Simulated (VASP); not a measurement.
# ZnS (Wurtzite-2H) (P6_3mc) in VASP: notebook, part 2 of 2

VASP 6.6.1.

## 3. Single point, PBE

INCAR

```
PREC = Accurate
ENCUT = 520
EDIFF = 1E-6
ISMEAR = 0
SIGMA = 0.03
LREAL = F
LASPH = T
NELM = 60
ALGO = Fast
ISIF = 2
LWAVE = F
LCHARG = T
GGA = PE
LELF = T
LVHAR = T
NBANDS = 26
```

KPOINTS

```
Automatic mesh
0
Gamma
  8 8 5
```

POSCAR

```
ZnS
1.0
    3.8110000000      0.0000000000      0.0000000000
   -1.9055000000      3.3004228138      0.0000000000
    0.0000000000      0.0000000000      6.2340000000
Zn S
2 2
Direct
    0.6666666667      0.3333333333      0.5000000000
    0.3333333333      0.6666666667      0.0000000000
    0.6666666667      0.3333333333      0.8850000000
    0.3333333333      0.6666666667      0.3850000000
```

Potentials or basis: VASP PAW PBE potentials, release 64 (Zn, S).

On the command line:

```
$ cat potpaw_PBE.64/Zn/POTCAR potpaw_PBE.64/S/POTCAR > POTCAR
$ mpirun -np 1 vasp_std > vasp.out
```

OUTCAR:

```text
PREC = Accurate
   ENCUT = 520
   EDIFF = 1E-6
   ISMEAR = 0
   LREAL = F
   LASPH = T
   NELM = 60
   ISIF = 2
   GGA = PE

 ion  position               nearest neighbor table
   1  0.667  0.333  0.500-   4 2.31   4 2.31   4 2.31   3 2.40
   2  0.333  0.667  0.000-   3 2.31   3 2.31   3 2.31   4 2.40
   3  0.667  0.333  0.885-   2 2.31   2 2.31   2 2.31   1 2.40
   4  0.333  0.667  0.385-   1 2.31   1 2.31   1 2.31   2 2.40

  LATTYP: Found a hexagonal cell.
 ALAT       =     3.8110000000
[... 896 lines left out ...]

  FORCE on cell =-STRESS in cart. coord.  units (eV):
  Direction    XX          YY          ZZ          XY          YZ          ZX
  --------------------------------------------------------------------------------------
  -------------------------------------------------------------------------------------
  Total        1.5829061      1.5829061      0.5749386      0.0000000      0.0000000      0.0000000
  in kB       32.3437520     32.3437520     11.7478043      0.0000000      0.0000000      0.0000000
  external PRESSURE =      25.4784361 kB  Pullay stress =       0.0000000 kB

 VOLUME and BASIS-vectors are now :
 -----------------------------------------------------------------------------
  energy-cutoff  :      520.00
  volume of cell :       78.41
      direct lattice vectors                 reciprocal lattice vectors
     3.811000000  0.000000000  0.000000000     0.262398321  0.151495741  0.000000000
    -1.905500000  3.300422814  0.000000000     0.000000000  0.302991482  0.000000000
     0.000000000  0.000000000  6.234000000     0.000000000  0.000000000  0.160410651

 POSITION                                       TOTAL-FORCE (eV/Angst)
 -----------------------------------------------------------------------------------
      1.90550      1.10014      3.11700        -0.000000      0.000000      0.322799
     -0.00000      2.20028      0.00000         0.000000     -0.000000      0.322799
      1.90550      1.10014      5.51709        -0.000000      0.000000     -0.322799
     -0.00000      2.20028      2.40009        -0.000000      0.000000     -0.322799
 -----------------------------------------------------------------------------------
    total drift:                               -0.000000     -0.000000      0.000259

  FREE ENERGIE OF THE ION-ELECTRON SYSTEM (eV)
  ---------------------------------------------------
  free  energy   TOTEN  =       -13.6538119736 eV

  energy  without entropy=      -13.6538119736  energy(sigma->0) =      -13.65381197
```

OSZICAR:

```text
N       E                     dE             d eps       ncg     rms          rms(c)
DAV:   1     0.247319791988E+03    0.24732E+03   -0.16945E+04  1560   0.166E+03
DAV:   2     0.103222373225E+02   -0.23700E+03   -0.22663E+03  1592   0.354E+02
[... 11 lines left out ...]
RMM:  14    -0.136538115817E+02   -0.18869E-05   -0.28816E-05  1769   0.319E-02    0.823E-02
RMM:  15    -0.136538098154E+02    0.17663E-05   -0.63919E-06  1522   0.187E-02    0.106E-01
RMM:  16    -0.136538086441E+02    0.11713E-05   -0.13874E-05  1744   0.340E-02    0.982E-02
RMM:  17    -0.136538103491E+02   -0.17049E-05   -0.35702E-06  1449   0.130E-02    0.686E-02
RMM:  18    -0.136538116693E+02   -0.13203E-05   -0.27725E-06  1504   0.890E-03    0.379E-02
RMM:  19    -0.136538119736E+02   -0.30430E-06   -0.65997E-07  1157   0.503E-03
   1 F= -.13653812E+02 E0= -.13653812E+02  d E =-.176044E-19
```

stdout:

```text
POSCAR found type information on POSCAR ZnS
 POSCAR found :  2 types and       4 ions
 scaLAPACK will be used
 LDA part: xc-table for (Slater+PW92), standard interpolation
 POSCAR, INCAR and KPOINTS ok, starting setup
 FFT: planning ... GRIDC
 FFT: planning ... GRID_SOFT
 FFT: planning ... GRID
 WAVECAR not read
 entering main loop
```

Wall time 51 s (1 thread of AMD EPYC 9R14 (Zen 4), shared host); peak memory 0.18 GiB.

What came out:

| Quantity | Value |
| --- | --- |
| Free energy | -13.6538 eV |
| Pressure | 2.5 GPa |
| Largest force | 0.323 eV/Å |
| Band gap on the k mesh | 2.25 eV, direct |

Forces on the atoms (eV/Å):
```
Zn   0.000  0.000  0.323
Zn   0.000  0.000  0.323
S    0.000  0.000 -0.323
S    0.000  0.000 -0.323
```

Levels at points of the mesh, in eV from the valence-band top:
```
           k point  band 14  band 15  band 16  band 17  band 18  band 19  band 20  band 21  band 22  band 23
(0.00, 0.00, 0.00)    -0.86    -0.86    -0.01    -0.01     0.00     2.25     3.00     6.30     6.30     6.61
(0.50, 0.00, 0.00)    -4.21    -3.16    -2.25    -1.56    -0.98     3.62     4.27     5.18     7.14     7.42
```

## 4. Single point, PBE

INCAR

```
SYSTEM = ZnS
PREC     = Accurate       ! precision mode
ENCUT    = 520            ! plane-wave cutoff, eV
EDIFF    = 1E-7           ! SCF threshold, eV
ISMEAR   = 0              ! smearing method
SIGMA    = 0.028000000000000004 ! smearing width, eV
LREAL    = .False.        ! projectors in reciprocal space
LASPH    = .True.         ! aspherical terms in the spheres
NELM     = 60             ! most SCF steps
ALGO     = Normal         ! electronic algorithm
ISIF     = 2              ! what is computed and relaxed
LWAVE    = .False.        ! write WAVECAR
LCHARG   = .False.        ! write CHGCAR
GGA      = PE             ! functional
```

KPOINTS

```
Automatic mesh
0
Gamma
  8 8 5
  0 0 0
```

POSCAR is that of step 3.

On the command line:

```
$ cat potpaw_PBE.64/Zn/POTCAR potpaw_PBE.64/S/POTCAR > POTCAR
$ mpirun -np 1 vasp_std > vasp.out
```

Wall time 39 s (1 thread of Intel Xeon Platinum 8488C (Sapphire Rapids), shared host); peak memory 0.19 GiB.

Results (log left out):

```yaml
Free_energy: -13.6538 eV
Pressure: 2.5 GPa
Largest_force: 0.323 eV/Å
Band_gap_on_the_k_mesh: 2.25 eV, direct
```

Forces on the atoms (eV/Å):
```
Zn   0.000  0.000  0.323
Zn   0.000  0.000  0.323
S    0.000  0.000 -0.323
S    0.000  0.000 -0.323
```

Stress tensor (GPa, compression positive):
```
3.19 0.00 0.00
0.00 3.19 0.00
0.00 0.00 1.13
```

Levels at points of the mesh, in eV from the valence-band top:
| k point | band 15 | band 16 | band 17 | band 18 | band 19 | band 20 | band 21 | band 22 |
| --- | --- | --- | --- | --- | --- | --- | --- | --- |
| (0.00, 0.00, 0.00) | -0.86 | -0.01 | -0.01 | 0.00 | 2.25 | 3.00 | 6.30 | 6.30 |
| (0.50, 0.00, 0.00) | -3.16 | -2.25 | -1.56 | -0.98 | 3.62 | 4.27 | 5.18 | 7.14 |

## 5. Summary

| task | potentials or basis | cell | cutoff (eV) | smearing | gap on the mesh (eV) | pressure (GPa) | largest force (eV/Å) |
| --- | --- | --- | --- | --- | --- | --- | --- |
| relaxation of cell and atoms | VASP PAW PBE potentials, release 64 (Zn_GW, S_GW) | relaxed | 630 | fermi-dirac 0.05 eV | 2.07 | 0.0 | - |
| single point | VASP PAW PBE potentials, release 64 (Zn, S) | as given | 520 | gaussian 0.03 eV | 2.25 | 2.5 | 0.32 |
| single point | VASP PAW PBE potentials, release 64 (Zn, S) | as given | 520 | gaussian 0.028 eV | 2.25 | 2.5 | 0.32 |

Alike in all rows: level PBE; no spin polarisation; k mesh 8 × 8 × 5.

Total energies depend on the potentials used, so only differences within one code and one set of settings carry meaning.

## 6. How close it comes

Step 3. Against the measured gap of ZnS, 3.911 eV (direct; 4 K; a printed reference work, monograph), the calculated 2.25 eV is off by -1.66 eV. The value is that of PBE, without temperature or zero-point motion. Semilocal functionals fall short of measured gaps as a rule.

Step 4. A measured gap of ZnS is 3.911 eV (direct; 4 K; a printed reference work, monograph); the calculated 2.25 eV misses it by -1.66 eV. The value is that of PBE, without temperature or zero-point motion. Semilocal functionals fall short of measured gaps as a rule.
